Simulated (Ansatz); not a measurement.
## MgSi: single point with HSE(alpha, omega)

MgSi:

```
CELL_PARAMETERS angstrom
2.90839 0.00000 0.00000
0.00000 2.90839 0.00000
0.00000 0.00000 4.10343
ATOMIC_POSITIONS crystal
Si 0.50000 0.50000 0.50000
Mg 0.00000 0.00000 0.00000
```

The cell comes from a database or a generator and needn't be the stable form of this composition.

```json
{
 "Program": "Ansatz 0.2.0",
 "Task": "single point",
 "Functional": "HSE(alpha, omega)",
 "Potentials or basis": "all-electron PAW datasets made for the crystal",
 "Cutoff": "200 eV (chosen from the basis error)",
 "k mesh": "5 × 5 × 4",
 "Occupations": "fermi-dirac, width 0.05 eV",
 "Spin": "no spin polarisation",
 "Share of exact exchange": "0.15",
 "Screening of exact exchange": "0.2 1/A"
}
```

```
Pressure               : -0.1 GPa
Band gap on the k mesh : none (metal or under the smearing width)
```

Stress tensor (GPa, compression positive):
```
-1.83  0.00  0.00
 0.00 -1.83  0.00
 0.00  0.00  3.22
```

Levels at points of the mesh, in eV from the Fermi level:
```
            k point  band 3  band 4  band 5  band 6  band 7  band 8  band 9  band 10
 (0.00, 0.00, 0.00)  -45.18  -45.18  -12.23   -3.20   -1.00    4.68    4.68     5.69
(0.00, 0.00, -0.50)  -45.18  -45.18  -11.15   -7.75    5.21    5.21    7.09     8.07
```

Wall time 61 s on 1 thread of Arm Neoverse N1, with other jobs on the host, peak memory 0.48 GiB.

Caveat: the k mesh is coarse (spacing up to 0.43 Å⁻¹), so the values aren't converged, least of all with exact exchange; the k mesh is thin for a metal, which can move the energy by tens of meV per atom.
